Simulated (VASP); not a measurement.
# Ag (Fm-3m) in VASP: further runs, part 2 of 2

VASP 6.6.1. The steps go on from the part before.

### 5 Relaxation of cell and atoms, PBE+D4

Contents of INCAR:

```
PREC     = Accurate       # precision mode
ENCUT    = 600            # plane-wave cutoff, eV
EDIFF    = 1E-6           # SCF threshold, eV
ISMEAR   = -1             # smearing method
SIGMA    = 0.05           # smearing width, eV
LREAL    = F              # projectors in reciprocal space
LASPH    = T              # aspherical terms in the spheres
NELM     = 60             # most SCF steps
ALGO     = Normal         # electronic algorithm
ISIF     = 3              # what is computed and relaxed
LWAVE    = F              # write WAVECAR
LCHARG   = F              # write CHGCAR
GGA      = PE             # functional
IVDW     = 13             # dispersion correction
IBRION   = 2              # ionic algorithm
NSW      = 40             # ionic steps
EDIFFG   = -0.01          # ionic threshold
```

Contents of KPOINTS:

```
Automatic mesh
0
Gamma
  11 11 11
```

Contents of POSCAR:

```
Ag
1.0
    0.0000000000      2.0427500000      2.0427500000
    2.0427500000      0.0000000000      2.0427500000
    2.0427500000      2.0427500000      0.0000000000
Ag
1
Direct
    0.0000000000      0.0000000000      0.0000000000
```

On the command line:

```bash
$ cat potpaw_PBE.64/Ag/POTCAR > POTCAR
$ mpirun -np 1 vasp_std > vasp.out
```

Run time: 12 s. Hardware: 1 thread of Intel Xeon Platinum 8488C (Sapphire Rapids), shared host; peak memory 0.15 GiB.

The run converged. Its results:

* Free energy: -3.2787 eV
* Relaxed volume: 16.93 Å³/atom
* Relaxed cell: a = 2.882 Å, b = 2.882 Å, c = 2.882 Å, α = 60.00°, β = 60.00°, γ = 60.00°
* Space group after relaxing (to 0.05 Å): Fm-3m (No. 225)
* Energy gained by relaxing: 0.3 meV/atom
* Ionic steps: 3
* Pressure after relaxing: 0.0 GPa
* Band gap on the k mesh: none (metal or under the smearing width)
* Dispersion energy per atom: -0.572 eV

The path:
| step | energy change (eV) | largest force (eV/Å) | pressure (GPa) | volume (Å³) |
| --- | --- | --- | --- | --- |
| 1 | 0.0000 | 0.0000 | -0.74 | 17.05 |
| 2 | -0.0002 | 0.0000 | 0.42 | 16.85 |
| 3 | -0.0003 | 0.0000 | 0.03 | 16.93 |

Final structure:
```cif
data_structure
_symmetry_space_group_name_H-M 'P 1'
_symmetry_Int_Tables_number 1
_cell_length_a 2.8822
_cell_length_b 2.8822
_cell_length_c 2.8822
_cell_angle_alpha 60.000
_cell_angle_beta 60.000
_cell_angle_gamma 60.000
_cell_volume 16.93
loop_
_atom_site_label
_atom_site_type_symbol
_atom_site_fract_x
_atom_site_fract_y
_atom_site_fract_z
_atom_site_occupancy
Ag1 Ag 0.00000 0.00000 0.00000 1
```

Levels at points of the mesh, in eV from the Fermi level:
| k point | band 2 | band 3 | band 4 | band 5 | band 6 | band 7 | band 8 | band 9 |
| --- | --- | --- | --- | --- | --- | --- | --- | --- |
| (0.00, 0.00, 0.00) | -5.08 | -5.08 | -5.08 | -4.04 | -4.04 | 15.80 | 19.42 | 19.42 |

Caveat: pairwise dispersion overbinds metals, which lowers pressure and volume.

### 6 Relaxation of cell and atoms, PBE+rVV10

Contents of INCAR:

```
  ALGO = Fast
  BPARAM = 10.0
  CPARAM = 0.0093
  EDIFF = 1E-6
  EDIFFG = -0.01
  ENCUT = 600
  GGA = PE
  IBRION = 2
  ISIF = 3
  ISMEAR = -1
  IVDW_NL = 2
  LASPH = True
  LCHARG = False
  LREAL = False
  LUSE_VDW = True
  LWAVE = False
  NELM = 100
  NSW = 40
  PREC = Accurate
  SIGMA = 0.05
```

Contents of KPOINTS:

```
k-points
0
Gamma
  11 11 11
```

POSCAR is that of step 5.

Potentials or basis: VASP PAW PBE potentials, release 64 (Ag).

On the command line:

```bash
$ cat potpaw_PBE.64/Ag/POTCAR > POTCAR
$ mpirun -np 1 vasp_std > vasp.out
```

OUTCAR:

```text
BPARAM = 10.0
   EDIFF = 1E-6
   EDIFFG = -0.01
   ENCUT = 600
   GGA = PE
   IBRION = 2
   ISIF = 3
   ISMEAR = -1
   IVDW_NL = 2
   LASPH = True
   LREAL = False
   NELM = 100
   NSW = 40
   PREC = Accurate

 ion  position               nearest neighbor table
   1  0.000  0.000  0.000-

  LATTYP: Found a face centered cubic cell.
 ALAT       =     4.0855000000

  Lattice vectors:

 A1 = (   0.0000000000,   2.0427500000,   2.0427500000)
 A2 = (   2.0427500000,   0.0000000000,   2.0427500000)
 A3 = (   2.0427500000,   2.0427500000,   0.0000000000)

Analysis of symmetry for initial positions (statically):
=====================================================================
 Subroutine PRICEL returns:
 Original cell was already a primitive cell.

 Routine SETGRP: Setting up the symmetry group for a
 face centered cubic supercell.

 Subroutine GETGRP returns: Found 48 space group operations
 (whereof 48 operations were pure point group operations)
 out of a pool of 48 trial point group operations.

The static configuration has the point symmetry O_h .

Analysis of symmetry for dynamics (positions and initial velocities):
=====================================================================
 Subroutine PRICEL returns:
[... 227 lines left out ...]
--------------------------------------- Ionic step        3  -------------------------------------------

 number of electron      10.9999999 magnetization

 Free energy of the ion-electron system (eV)
  ---------------------------------------------------
  ext. energy  EPLUGINS =         0.00000000
  ---------------------------------------------------
  free energy    TOTEN  =        -2.30036503 eV

  energy without entropy =       -2.29732725  energy(sigma->0) =       -2.29884614

 E-fermi :   8.4121     XC(G=0): -12.1604

 val. band max:        8.3835051421   @ k =  -0.4545   0.0909   0.0000
 cond. band min:       8.4642189873   @ k =   0.4545   0.3636   0.0000
 fundamental gap:      0.0807138452
 Fermi energy:         8.4120858757

 k-point     1 :       0.0000    0.0000    0.0000
  band No.  band energies     occupation
      1       0.5022      2.00000
      2       3.4336      2.00000
      3       3.4336      2.00000
      4       3.4336      2.00000
      5       4.4402      2.00000
      6       4.4402      2.00000
      7      24.1373      0.00000
      8      27.6180      0.00000
      9      27.6180      0.00000
[... 265 lines left out ...]
 k-point    24 :      -0.1818    0.1818    0.0000
  band No.  band energies     occupation
      1       2.5153      2.00000
      2       3.0438      2.00000
      3       3.6433      2.00000
      4       4.0315      2.00000
      5       4.0622      2.00000
      6       5.5590      2.00000
      7      19.9610      0.00000
      8      20.3564      0.00000
      9      26.6542      0.00000

 [... further k-points ...]

------------------------ aborting loop because EDIFF is reached ----------------------------------------

  FORCE on cell =-STRESS in cart. coord.  units (eV):
  Direction    XX          YY          ZZ          XY          YZ          ZX
  --------------------------------------------------------------------------------------
  -------------------------------------------------------------------------------------
  Total       -0.0044338     -0.0044338     -0.0044338      0.0000000      0.0000000      0.0000000
  in kB       -0.4098614     -0.4098614     -0.4098614      0.0000000      0.0000000      0.0000000
  external PRESSURE =      -0.4098614 kB  Pullay stress =       0.0000000 kB
[... 16 lines left out ...]
  FREE ENERGIE OF THE ION-ELECTRON SYSTEM (eV)
  ---------------------------------------------------
  free  energy   TOTEN  =        -2.3003650334 eV

  energy  without entropy=       -2.2973272492  energy(sigma->0) =       -2.29884614

 reached required accuracy - stopping structural energy minimisation
```

It took 62 s on 1 thread of Intel Xeon Platinum 8488C (Sapphire Rapids), shared host; peak memory 0.22 GiB.

What came out:

```
Free energy                            : -2.3004 eV
Relaxed volume                         : 17.33 Å³/atom
Relaxed cell                           : a = 2.905 Å, b = 2.905 Å, c = 2.905 Å, α = 60.00°, β = 60.00°, γ = 60.00°
Space group after relaxing (to 0.05 Å) : Fm-3m (No. 225)
Energy gained by relaxing              : 1.6 meV/atom
Ionic steps                            : 3
Pressure after relaxing                : 0.0 GPa
Band gap on the k mesh                 : none (metal or under the smearing width)
```

Step by step:
| step | energy change (eV) | largest force (eV/Å) | pressure (GPa) | volume (Å³) |
| --- | --- | --- | --- | --- |
| 1 | 0.0000 | 0.0000 | 1.89 | 17.05 |
| 2 | -0.0008 | 0.0000 | -1.08 | 17.55 |
| 3 | -0.0016 | 0.0000 | -0.04 | 17.33 |

Final structure:
```
Ag
1.0
     0.00000    2.05403    2.05403
     2.05403    0.00000    2.05403
     2.05403    2.05403    0.00000
Ag
1
Direct
  0.00000 0.00000 0.00000
```

Caveat: pairwise dispersion overbinds metals, which lowers pressure and volume. Zero-point motion and thermal expansion aren't in these numbers.

### 7 The runs side by side

| task | level | cell | cutoff (eV) | smearing | gap on the mesh (eV) | pressure (GPa) | relaxed volume (Å³/atom) |
| --- | --- | --- | --- | --- | --- | --- | --- |
| single point | PBE | as given | 520 | gaussian 0.026 eV | none | 4.1 | - |
| relaxation of cell and atoms | PBE+D3 | relaxed | 600 | fermi-dirac 0.05 eV | none | 0.1 | 16.82 |
| relaxation of cell and atoms | PBE+D3(BJ) | relaxed | 600 | fermi-dirac 0.05 eV | none | 0.1 | 16.81 |
| relaxation of cell and atoms | PBE+D4 | relaxed | 600 | fermi-dirac 0.05 eV | none | 0.0 | 16.93 |
| relaxation of cell and atoms | PBE+rVV10 | relaxed | 600 | fermi-dirac 0.05 eV | none | 0.0 | 17.33 |

Alike in all rows: potentials or basis VASP PAW PBE potentials, release 64 (Ag); no spin polarisation; k mesh 11 × 11 × 11.

Caveats: pairwise dispersion overbinds metals, which lowers pressure and volume (some runs).

Absolute energies hang on the potentials; compare differences alone.
